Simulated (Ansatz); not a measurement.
Runs of Ansatz 0.2.0 on CoO. It takes space group R-3m (No. 166, trigonal). The conventional cell has a = 3.011 Å, b = 3.011 Å, c = 7.320 Å, α = 90.00°, β = 90.00°, γ = 120.00°. Co (site symmetry -3m) has 6 O at 2.12 Å as nearest neighbours. Around O (site symmetry -3m) lie 6 Co at 2.12 Å. The cell is a database's computed one.

```csv
level,U,hubbard projectors,double counting,gap on the mesh (eV),pressure (GPa),moment (μB)
PBEsol+U,Co d U = 2 eV,ortho-atomic (the default),fll (the default),(b),-0.9,3.00
PBEsol+U,Co d U = 8 eV,ortho-atomic (the default),fll (the default),1.79,(c),3.00
PBEsol+U,Co d U = 5 eV,ortho-atomic (the default),fll (the default),(d),3.6,3.00
PBEsol+U,Co d U = 6 eV,ortho-atomic (the default),fll (the default),1.65,4.9,3.00
PBEsol+U,Co d U = 3 eV,ortho-atomic (the default),fll (the default),(a),0.7,3.00
PBEsol+U,Co d U = 1 eV,ortho-atomic (the default),fll (the default),none,-3.8,2.96
PBEsol,-,-,-,none,-9.1,2.94
PBEsol+U,Co d U = 4 eV,ortho-atomic (the default),fll (the default),1.42,2.2,3.00
```

Alike in all rows: task band structure; potentials or basis Ansatz PAW; spin collinear, ferromagnetic start; cell as given; k mesh 11 × 11 × 11; cutoff (eV) 420; smearing fermi-dirac 0.05 eV.

Question: Fill in the values left out.

Answer: (a) 0.93; (b) 0.34; (c) 7.5; (d) 1.55.

Caveats: a cell with one magnetic atom can't hold antiferromagnetic order, which such compounds often take; the PAW data sets come from PBE, with cores solved anew for the run's functional, which leaves a small shift of forces and pressure; the magnetic or orbital state may not be the lowest (some runs); semilocal functionals often make such compounds metallic where correlation or magnetic order opens a gap, which also shifts bond lengths (some runs).

A k mesh can miss the band edges.

A gap of «none» marks a metal or a gap under the smearing width.
